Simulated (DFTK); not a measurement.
Crystal: CoO.

```
CELL_PARAMETERS angstrom
0.00000 2.13150 2.13150
2.13150 0.00000 2.13150
2.13150 2.13150 0.00000
ATOMIC_POSITIONS crystal
Co 0.00000 0.00000 0.00000
O 0.50000 0.50000 0.50000
```

Program: DFTK 0.8.2. Alike in all runs: task band structure; spin collinear, ferromagnetic start; cell as given; smearing fermi-dirac 0.05 eV.

**Question.** Order these runs on this cell by their pressure, lowest first.
A. level RPBE; potentials or basis dojo.nc.sr.pbe.v0_5.standard.upf (PBE); k mesh 8 × 8 × 8; cutoff (eV) 1306
B. level LDA-VWN; potentials or basis dojo.nc.sr.lda.v0_4_1.standard.upf (LDA); k mesh 8 × 8 × 8; cutoff (eV) 1306
C. level PBE; potentials or basis SG15 1.2 (PBE); k mesh 9 × 9 × 9; cutoff (eV) 1225

**Answer.** B (-20.1 GPa), C (-1.3 GPa), A (3.7 GPa).

Caveats: a cell with one magnetic atom can't hold antiferromagnetic order, which such compounds often take; so large a pressure means that the cell lies far from this level's equilibrium, or that cutoff or potentials fall short (some runs); the potentials were made for another functional, which shifts forces and pressure (some runs).
